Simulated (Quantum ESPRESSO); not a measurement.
# Ti3Al (P-6m2) in Quantum ESPRESSO: equation of state, part 2 of 2

Quantum ESPRESSO 7.5. The steps go on from the part before.

### Step 5. Single point, PBEsol, 17.12 Å³/atom

The input, pw.in:

```
&CONTROL
  calculation = 'scf'
  prefix = 'pwscf'
  outdir = './tmp'
  pseudo_dir = './pseudo'
  tprnfor = .true.
  tstress = .true.
  disk_io = 'nowf'
/
&SYSTEM
  ibrav = 0
  nat = 4
  ntyp = 2
  ecutwfc = 45
  ecutrho = 360
  nbnd = 28
  occupations = 'smearing'
  smearing = 'fd'
  degauss = 0.00367493
/
&ELECTRONS
  conv_thr = 8d-10
  electron_maxstep = 120
  mixing_beta = 0.5
/
ATOMIC_SPECIES
Ti    47.8670 ti_pbesol_v1.4.uspp.F.UPF
Al    26.9815 al_pbesol_v1.uspp.F.UPF
CELL_PARAMETERS angstrom
   2.9275422229    0.0000000000    0.0000000000
  -1.4637711114    2.5353259357    0.0000000000
   0.0000000000    0.0000000000    9.2263620000
ATOMIC_POSITIONS crystal
Ti     0.3333333333    0.6666666667    0.2494060000
Ti     0.3333333333    0.6666666667    0.7505940000
Ti     0.6666666667    0.3333333333    0.0000000000
Al     0.6666666667    0.3333333333    0.5000000000
K_POINTS automatic
10 10 3 0 0 0
```

Potentials or basis: GBRV 1.5 PBEsol.

Command:

```console
OMP_NUM_THREADS=1 mpirun -n 2 pw.x -nk 2 -in pw.in > pw.out
```

pw.out:

```text
This program is part of the open-source Quantum ESPRESSO suite
     for quantum simulation of materials; please cite
[... 6 lines left out ...]
     using ibrav=0 with symmetry is DISCOURAGED, use correct ibrav instead

     K-points division:     npool     =       2
     Subspace diagonalization in iterative solution of the eigenvalue problem:
     a serial algorithm will be used

     G-vector sticks info
     --------------------
     sticks:   dense  smooth     PW     G-vecs:    dense   smooth      PW
     Sum         757     379    121                53337    18897    3257

     Using Slab Decomposition

     bravais-lattice index     =            0
     lattice parameter (alat)  =       5.5323  a.u.
     unit-cell volume          =     462.1299 (a.u.)^3
     number of atoms/cell      =            4
     number of atomic types    =            2
     number of electrons       =        39.00
     number of Kohn-Sham states=           28
     kinetic-energy cutoff     =      45.0000  Ry
     charge density cutoff     =     360.0000  Ry
     scf convergence threshold =      8.0E-10
     mixing beta               =       0.5000
     number of iterations used =            8  plain     mixing
     Exchange-correlation= SLA  PW   PSX  PSC
                           (   1   4  10   8   0   0   0)

     celldm(1)=   5.532253  celldm(2)=   0.000000  celldm(3)=   0.000000
     celldm(4)=   0.000000  celldm(5)=   0.000000  celldm(6)=   0.000000

     crystal axes: (cart. coord. in units of alat)
               a(1) = (   1.000000   0.000000   0.000000 )
               a(2) = (  -0.500000   0.866025   0.000000 )
               a(3) = (   0.000000   0.000000   3.151573 )

     reciprocal axes: (cart. coord. in units 2 pi/alat)
               b(1) = (  1.000000  0.577350 -0.000000 )
               b(2) = (  0.000000  1.154701  0.000000 )
               b(3) = (  0.000000 -0.000000  0.317302 )

     PseudoPot. # 1 for Ti read from file:
     ti_pbesol_v1.4.uspp.F.UPF
     Pseudo is Ultrasoft + core correction, Zval = 12.0
     Generated by new atomic code, or converted to UPF format
     Using radial grid of  851 points,  6 beta functions with:
                l(1) =   0
                l(2) =   0
                l(3) =   1
                l(4) =   1
                l(5) =   2
                l(6) =   2
     Q(r) pseudized with  6 coefficients,  rinner =    1.000   1.000   1.000
                                                       1.000   1.000

     PseudoPot. # 2 for Al read from file:
     al_pbesol_v1.uspp.F.UPF
     Pseudo is Ultrasoft + core correction, Zval =  3.0
     Generated by new atomic code, or converted to UPF format
     Using radial grid of  893 points,  3 beta functions with:
                l(1) =   0
                l(2) =   1
                l(3) =   2
     Q(r) pseudized with  8 coefficients,  rinner =    0.900   0.900   0.900
                                                       0.900   0.900

     atomic species   valence    mass     pseudopotential
     Ti               12.00    47.86700     Ti( 1.00)
     Al                3.00    26.98150     Al( 1.00)

     12 Sym. Ops. (no inversion) found

   Cartesian axes

     site n.     atom                  positions (alat units)
         1        Ti     tau(   1) = (  -0.0000000   0.5773503   0.7860211  )
         2        Ti     tau(   2) = (  -0.0000000   0.5773503   2.3655515  )
         3        Ti     tau(   3) = (   0.5000000   0.2886751   0.0000000  )
         4        Al     tau(   4) = (   0.5000000   0.2886751   1.5757863  )

     number of k points=    28  Fermi-Dirac smearing, width (Ry)=  0.0037
                       cart. coord. in units 2pi/alat
        k(    1) = (   0.0000000   0.0000000   0.0000000), wk =   0.0066667
        k(    2) = (   0.0000000   0.0000000   0.1057673), wk =   0.0133333
        k(    3) = (   0.0000000   0.1154701   0.0000000), wk =   0.0400000
        k(    4) = (   0.0000000   0.1154701   0.1057673), wk =   0.0800000
        k(    5) = (   0.0000000   0.2309401   0.0000000), wk =   0.0400000
        k(    6) = (   0.0000000   0.2309401   0.1057673), wk =   0.0800000
[... 20 lines left out ...]
        k(   27) = (   0.3000000   0.5196152   0.0000000), wk =   0.0400000
        k(   28) = (   0.3000000   0.5196152   0.1057673), wk =   0.0800000

     Dense  grid:    53337 G-vectors     FFT dimensions: (  36,  36, 108)

     Smooth grid:    18897 G-vectors     FFT dimensions: (  24,  24,  75)

     Check: negative core charge=   -0.000012

     Initial potential from superposition of free atoms

     starting charge      35.9975, renormalised to      39.0000

     negative rho (up, down):  2.193E-03 0.000E+00
     Starting wfcs are   34 randomized atomic wfcs

     Self-consistent Calculation

     iteration #  1     ecut=    45.00 Ry     beta= 0.50
     Davidson diagonalization with overlap
     ethr =  1.00E-02,  avg # of iterations =  3.6

     negative rho (up, down):  3.126E-03 0.000E+00

     total energy              =    -362.36257996 Ry
     estimated scf accuracy    <       3.64808877 Ry

     iteration #  2     ecut=    45.00 Ry     beta= 0.50
     Davidson diagonalization with overlap
     ethr =  9.35E-03,  avg # of iterations =  5.2

     negative rho (up, down):  2.037E-03 0.000E+00

     total energy              =    -362.38245454 Ry
     estimated scf accuracy    <      26.93028179 Ry
[... 91 lines left out ...]
     iteration # 13     ecut=    45.00 Ry     beta= 0.50
     Davidson diagonalization with overlap
     ethr =  3.16E-09,  avg # of iterations =  2.4

     negative rho (up, down):  1.591E-03 0.000E+00

     total energy              =    -364.13757453 Ry
     estimated scf accuracy    <       0.00000016 Ry

     iteration # 14     ecut=    45.00 Ry     beta= 0.50
     Davidson diagonalization with overlap
     ethr =  4.02E-10,  avg # of iterations =  3.1

     negative rho (up, down):  1.591E-03 0.000E+00

     End of self-consistent calculation

          k = 0.0000 0.0000 0.0000 (  2335 PWs)   bands (ev):

   -44.7677 -44.7181 -44.6585 -21.3985 -21.1457 -20.8524 -20.8190 -20.8190
   -20.7776 -20.7776 -20.7399 -20.7399   3.2701   6.6415   6.8906   9.2424
    10.9440  12.1845  12.4454  12.5305  12.5306  12.6219  12.6219  12.9318
    12.9318  13.8018  13.8018  14.4195

          k = 0.0000 0.0000 0.1058 (  2329 PWs)   bands (ev):

   -44.7677 -44.7181 -44.6584 -21.3994 -21.1440 -20.8533 -20.8190 -20.8190
   -20.7776 -20.7776 -20.7399 -20.7399   3.3007   6.0334   7.8765   8.9008
    10.7533  12.1498  12.4749  12.5332  12.5333  12.6161  12.6161  12.9388
    12.9388  13.7831  13.7831  14.4521

          k = 0.0000 0.1155 0.0000 (  2331 PWs)   bands (ev):

   -44.7582 -44.7109 -44.6536 -21.3818 -21.1465 -20.8811 -20.8611 -20.8333
   -20.7988 -20.7884 -20.7843 -20.7473   3.4989   6.8900   7.1437   9.4703
    10.9684  11.8817  12.2505  12.3788  12.5386  12.7059  12.7632  12.8500
    13.1037  13.7046  13.7130  14.3385
[... 38 lines left out ...]
   -44.6686 -44.6492 -44.6198 -21.3274 -21.3177 -21.2042 -21.1195 -20.9778
   -20.9462 -20.8953 -20.8792 -20.8159   6.6906   9.0092   9.2904  10.0765
    10.3978  10.6223  11.0820  11.3564  12.5654  12.6708  12.6745  13.4671
    13.8894  14.6827  14.9732  15.0336

          k = 0.0000 0.4619 0.1058 (  2366 PWs)   bands (ev):

   -44.6685 -44.6492 -44.6198 -21.3271 -21.3178 -21.2040 -21.1203 -20.9770
   -20.9462 -20.8956 -20.8792 -20.8159   6.6894   9.0376   9.4062   9.7863
    10.4232  10.8117  10.8877  11.4604  12.5946  12.6459  12.6506  13.5499
    13.9963  14.6068  14.9737  15.1291

          k = 0.0000-0.5774 0.0000 (  2364 PWs)   bands (ev):

   -44.6553 -44.6419 -44.6185 -21.3677 -21.3459 -21.2456 -21.1019 -20.9784
   -20.9589 -20.9153 -20.8898 -20.8244   8.2715   8.3461   9.3520   9.6114
    10.2550  10.4917  11.0594  11.3134  12.6035  12.7009  12.8310  13.4398
    14.1525  14.7968  15.0957  15.2468

          k = 0.0000-0.5774 0.1058 (  2366 PWs)   bands (ev):

   -44.6553 -44.6419 -44.6185 -21.3675 -21.3461 -21.2454 -21.1027 -20.9776
   -20.9589 -20.9155 -20.8898 -20.8244   8.2493   8.3684   9.4224   9.5922
    10.1395  10.6671  10.7461  11.5316  12.5723  12.6913  12.7672  13.5315
    14.2095  14.7084  15.2483  15.3620

          k = 0.1000 0.1732 0.0000 (  2340 PWs)   bands (ev):

   -44.7405 -44.6978 -44.6450 -21.3514 -21.1544 -20.9461 -20.9263 -20.8888
   -20.8297 -20.8258 -20.8058 -20.7688   3.9502   7.3570   7.6214   9.8701
    10.8850  11.6480  11.8720  12.1632  12.3187  12.7055  12.9669  13.0159
    13.4390  13.4791  13.7765  14.2671

          k = 0.1000 0.1732 0.1058 (  2330 PWs)   bands (ev):

   -44.7405 -44.6978 -44.6450 -21.3521 -21.1530 -20.9467 -20.9262 -20.8887
   -20.8296 -20.8260 -20.8059 -20.7688   3.9717   6.8273   8.5131   9.5165
    10.7498  11.5316  11.8947  12.2791  12.4721  12.7483  12.9298  13.0279
    13.2747  13.4658  13.6604  14.3632
[... 87 lines left out ...]
   -44.6372 -44.6337 -44.6202 -21.2700 -21.2539 -21.1967 -21.1092 -21.0939
   -21.0588 -21.0053 -20.9200 -20.8977   8.7758  10.1319  10.1841  10.2199
    10.4792  10.7606  10.8390  11.3034  11.4567  11.5224  12.0111  13.3125
    14.0653  14.3311  14.3547  14.7794

          k = 0.3000 0.5196 0.1058 (  2364 PWs)   bands (ev):

   -44.6372 -44.6337 -44.6202 -21.2698 -21.2540 -21.1966 -21.1090 -21.0941
   -21.0597 -21.0052 -20.9195 -20.8977   8.7745  10.0854  10.2016  10.2954
    10.5388  10.6218  10.9052  11.0466  11.6176  11.7389  11.9046  13.3513
    13.7010  14.0557  14.8358  15.0339

     the Fermi energy is    11.7138 ev

!    total energy              =    -364.13757455 Ry
     estimated scf accuracy    <          5.2E-10 Ry
     smearing contrib. (-TS)   =      -0.00210354 Ry
     internal energy E=F+TS    =    -364.13547101 Ry

     The total energy is F=E-TS. E is the sum of the following terms:
     one-electron contribution =    -198.70239008 Ry
     hartree contribution      =     111.20816120 Ry
     xc contribution           =     -57.83027282 Ry
     ewald contribution        =    -218.81096931 Ry

     convergence has been achieved in  14 iterations

     negative rho (up, down):  1.591E-03 0.000E+00

     Forces acting on atoms (cartesian axes, Ry/au):

     atom    1 type  1   force =    -0.00000000   -0.00000000   -0.00306157
     atom    2 type  1   force =     0.00000000    0.00000000    0.00306157
     atom    3 type  1   force =     0.00000000    0.00000000    0.00000000
     atom    4 type  2   force =    -0.00000000   -0.00000000    0.00000000

     Total force =     0.004330     Total SCF correction =     0.000031

     Computing stress (Cartesian axis) and pressure

     negative rho (up, down):  1.591E-03 0.000E+00
          total   stress  (Ry/bohr**3)                   (kbar)     P=      -34.74
  -0.00023948   0.00000000   0.00000000          -35.23        0.00        0.00
   0.00000000  -0.00023948  -0.00000000            0.00      -35.23       -0.00
   0.00000000  -0.00000000  -0.00022943            0.00       -0.00      -33.75

=------------------------------------------------------------------------------=
   JOB DONE.
=------------------------------------------------------------------------------=
```

Run time: 38 s. Hardware: 2 MPI ranks of AMD EPYC 7R43 (Zen 3), shared host; peak memory 0.36 GiB.

What came out:

| Quantity | Value |
| --- | --- |
| Free energy | -4954.3441 eV |
| Pressure | -3.5 GPa |
| Largest force | 0.079 eV/Å |
| Band gap on the k mesh | none (metal or under the smearing width) |

### Step 6. Single point, PBEsol, 17.46 Å³/atom

Edit pw.in of step 5 so:

```diff
@@ -29,5 +29,5 @@
 CELL_PARAMETERS angstrom
-   2.9275422229    0.0000000000    0.0000000000
-  -1.4637711114    2.5353259357    0.0000000000
-   0.0000000000    0.0000000000    9.2263620000
+   2.9469304848    0.0000000000    0.0000000000
+  -1.4734652423    2.5521166630    0.0000000000
+   0.0000000000    0.0000000000    9.2874655158
 ATOMIC_POSITIONS crystal
```

Potentials or basis: GBRV 1.5 PBEsol.

Command:

```console
OMP_NUM_THREADS=1 mpirun -n 2 pw.x -nk 2 -in pw.in > pw.out
```

Run time: 42 s. Hardware: 2 MPI ranks of AMD EPYC 7R43 (Zen 3), shared host; peak memory 0.36 GiB.

It converged, with:

- Free energy: -4954.3059 eV
- Pressure: -5.5 GPa
- Largest force: 0.090 eV/Å
- Band gap on the k mesh: none (metal or under the smearing width)

### Step 7. Single point, PBEsol, 17.80 Å³/atom

Edit pw.in of step 6 so:

```diff
@@ -29,5 +29,5 @@
 CELL_PARAMETERS angstrom
-   2.9469304848    0.0000000000    0.0000000000
-  -1.4734652423    2.5521166630    0.0000000000
-   0.0000000000    0.0000000000    9.2874655158
+   2.9660669332    0.0000000000    0.0000000000
+  -1.4830334666    2.5686893135    0.0000000000
+   0.0000000000    0.0000000000    9.3477754233
 ATOMIC_POSITIONS crystal
```

Command:

```console
OMP_NUM_THREADS=1 mpirun -n 2 pw.x -nk 2 -in pw.in > pw.out
```

It took 47 s on 2 MPI ranks of AMD EPYC 7R43 (Zen 3), shared host; peak memory 0.36 GiB.

Results (log left out):

```
Free energy            : -4954.2516 eV
Pressure               : -7.2 GPa
Largest force          : 0.101 eV/Å
Band gap on the k mesh : none (metal or under the smearing width)
```

### Step 8. Single point, PBEsol, 18.15 Å³/atom

Edit pw.in of step 7 so:

```diff
@@ -29,5 +29,5 @@
 CELL_PARAMETERS angstrom
-   2.9660669332    0.0000000000    0.0000000000
-  -1.4830334666    2.5686893135    0.0000000000
-   0.0000000000    0.0000000000    9.3477754233
+   2.9849595887    0.0000000000    0.0000000000
+  -1.4924797943    2.5850508331    0.0000000000
+   0.0000000000    0.0000000000    9.4073169995
 ATOMIC_POSITIONS crystal
```

Command:

```console
OMP_NUM_THREADS=1 mpirun -n 2 pw.x -nk 2 -in pw.in > pw.out
```

Wall time 39 s (2 MPI ranks of AMD EPYC 7R43 (Zen 3), shared host); peak memory 0.36 GiB.

Results (log left out):

| Property | Result |
| --- | --- |
| Free energy | -4954.1827 eV |
| Pressure | -8.9 GPa |
| Largest force | 0.112 eV/Å |
| Band gap on the k mesh | none (metal or under the smearing width) |

### Step 9. Equation of state, PBEsol

Potentials or basis: GBRV 1.5 PBEsol.

This step only gathers the single runs of the series.

Results:

- Equilibrium volume: 16.59 Å³/atom
- Bulk modulus at fixed shape and positions: 117 GPa
- Pressure derivative of the bulk modulus: 3.7

Energy against volume, from the lowest point:
```csv
volume (Å³/atom),energy (meV/atom)
16.093,5.19
16.435,0.00
16.778,0.20
17.120,5.30
17.463,14.85
17.805,28.43
18.147,45.66
```

Caveat: the cell was scaled at fixed shape and fractional positions, which overstates the stiffness of a crystal with free parameters, most of all of layers and chains.
